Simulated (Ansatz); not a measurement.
An Ansatz run on a 2-atom cell of GaP started from a crystallographic database left the output below. The cell was relaxed beforehand with r2SCAN.

The cell:
```
CELL_PARAMETERS angstrom
0.00000 2.72541 2.72541
2.72541 0.00000 2.72541
2.72541 2.72541 0.00000
ATOMIC_POSITIONS crystal
Ga 0.00000 0.00000 0.00000
P 0.25000 0.25000 0.25000
```

The output, standing remarks left out:
```
Crystal: 2 atoms, lattice volume = 40.488 Å³
Basis set: ecut = 420 eV, 749 PW (Γ)
Bands: 13, of which v1, the nominal top of the filled ones, is band 9 counted from 1 (8 counted from 0)
Symmetry: 24 space group operations
Space group: F-43m (ITA 216)
k-points: 8 of 64 (time reversal used)
SCF 1 converged in 6 iterations: F = -4539.408191 eV  dr2 = 1.94e-8
Free energy (F): -4539.408191 eV
Fermi energy:    7.129398 eV
--- Per-component energies (eV) ---
  E_band       = -57.853284
  E_kinetic    = 186.773139
  E_local      = -2201.295360
  E_nonlocal   = 459.085290
  E_hartree    = 1018.143699
  E_xc         = -130.810388
  E_vxc        = -119.081921
  E_paw        = -2558.736684
  E_vpaw       = -419.614696
  E_ewald      = -1312.567783
--- Band table (eV; the first three rows and the last of 8) ---
  k-point 0: bands = […, -7.3510, -7.3510, -5.3699, 7.1294, 7.1294, 7.1294, 8.9472, 10.9842, 10.9842, 10.9842]
  k-point 1: bands = […, -7.3497, -7.3497, -4.5935, 3.2421, 6.4624, 6.4624, 9.2677, 11.8416, 11.8416, 13.4700]
  k-point 2: bands = […, -7.3435, -7.3435, -3.2988, 0.4766, 6.0050, 6.0050, 8.7845, 11.8155, 11.8155, 15.3951]
  k-point 7: bands = […, -7.3659, -7.3423, -2.3004, 0.5566, 3.5420, 3.6934, 11.8167, 11.9785, 13.2036, 13.2564]
--- G₀W₀: ω_p = 24.7589 eV, 64 q-points, 152 empty bands' worth ---
    ik  band        ε_KS         Σx   Σc(E_QP)       V_xc       Z   E_QP_lin       E_QP  E_QP is
     0     8      7.1294   -17.3998     1.4465   -15.3961  0.7766     6.5704     6.5722  root
     0     9      7.1294   -17.3998     1.4465   -15.3961  0.7766     6.5704     6.5722  root
     0    10      8.9472   -10.4874    -4.4578   -15.2508  0.7871     9.2533     9.2528  root
     0    11     10.9842    -7.3567    -4.4844   -12.0182  0.7907    11.1614    11.1611  root
     1     8      6.4624   -16.8937     1.5914   -14.7175  0.7760     5.8755     5.8775  root
     1     9      6.4624   -16.8937     1.5914   -14.7175  0.7760     5.8755     5.8775  root
     1    10      9.2677    -8.9946    -4.3070   -13.5191  0.7911     9.4855     9.4852  root
     1    11     11.8416    -7.3990    -4.7097   -12.2992  0.7863    12.0324    12.0321  root
     2     8      6.0050   -16.7855     1.7741   -14.3980  0.7741     5.3890     5.3916  root
     2     9      6.0050   -16.7855     1.7741   -14.3980  0.7741     5.3890     5.3916  root
     2    10      8.7845    -9.1514    -4.1543   -13.4938  0.7931     8.9727     8.9725  root
     2    11     11.8155    -6.9464    -4.6721   -11.7597  0.7889    11.9568    11.9566  root
     3     8      5.4376   -16.3254     1.8752   -13.8085  0.7740     4.7934     4.7959  root
     3     9      5.4376   -16.3254     1.8752   -13.8085  0.7740     4.7934     4.7959  root
     3    10      9.2862    -7.4159    -4.1033   -11.5854  0.7970     9.3524     9.3524  root
     3    11     10.8336    -7.7766    -4.5476   -12.4260  0.7895    10.9354    10.9353  root
     6     8      4.4342   -16.1283     2.2702   -13.1575  0.7685     3.7300     3.7337  root
     6     9      4.4342   -16.1283     2.2702   -13.1575  0.7685     3.7300     3.7337  root
     6    10      8.7587    -6.7637    -3.9404   -10.5703  0.8036     8.6250     8.6248  root
     6    11      8.9326    -7.7764    -4.0239   -11.8718  0.7965     9.0040     9.0040  root
     7     8      3.5420   -15.8066     2.4723   -12.5784  0.7665     2.7818     2.7861  root
     7     9      3.6934   -15.0885     2.2731   -12.0847  0.7710     2.9585     2.9627  root
     7    10     11.8167    -7.2986    -4.4912   -11.7694  0.7886    11.7963    11.7963  root
     7    11     11.9785    -8.8360    -5.0759   -14.2931  0.7740    12.3610    12.3597  root
```

The points are ik 0 = (0, 0, 0) (Γ), ik 1 = (0, 0, 1/4), ik 2 = (0, 0, -1/2), ik 3 = (0, 1/4, 1/4), ik 6 = (0, -1/2, -1/2), ik 7 = (1/4, -1/2, -1/4); band 9 is the last filled one.

Task: Which of these blocks stood in the input: relax, gw, phonons, dielectric, magnetization (spin_orbit)?

Result: gw. The quasiparticle table needs the gw block.

Task: Which k mesh was typed?

Result: 4×4×4, Γ-centred.

Task: How were the bands filled?

Result: Fixed occupations.

Task: Which functional?

Result: PBE. Close relatives of this functional can't be ruled out from these lines alone.

Run as `ansatz run input.yaml --threads 2 --pin off --max-ram 3686MiB --backend cpu --events-out ev --progress --plain --runs-dir out`. Wall time 14 s on 2 threads of Arm Neoverse V2, on a shared host, load about 0.7 per core; peak host memory 0.4 GiB.

Calculated for a static, non-magnetic cell.
